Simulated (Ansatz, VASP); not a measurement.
One calculation of HfH2, two programs

```
Hf H
1.0
    -1.73900    1.73900    2.18050
     1.73900   -1.73900    2.18050
     1.73900    1.73900   -2.18050
Hf H
1 2
Direct
  0.00000 0.00000 0.00000
  0.75000 0.25000 0.50000
  0.25000 0.75000 0.50000
```

Alike in both runs: task relaxation of cell and atoms; functional PBEsol; k mesh 16 × 16 × 16; occupations gaussian, width 0.1 eV; no spin polarisation.

```csv
,VASP,Ansatz
version,VASP 6.6.1,Ansatz 0.2.0
potentials or method,"VASP PAW PBE potentials, release 64 (Hf_pv, H)","scalar-relativistic, plane waves, PAW"
plane-wave cutoff (eV),600,420
valence electrons in the cell,12,28
```

```tsv
	VASP	Ansatz	Ansatz less VASP
gap on the k mesh at the Fermi level, each at its own relaxed structure (eV)	none	none	-
relaxed volume (Å³/atom)	8.44	8.48	+0.033
relaxed cell length with the largest relative difference (Å)	3.235	3.239	+0.0042
energy change over the relaxation (meV/atom)	-7	-6	+1.2
```

A gap of «none» marks a metal or a gap that the smearing closes. The two sets of potentials don't hold the same shells in valence.

Caveats: the PAW data sets were made with another functional, which shifts forces and pressure a little (VASP). Spin-orbit coupling is left out, which matters for the levels of Hf.
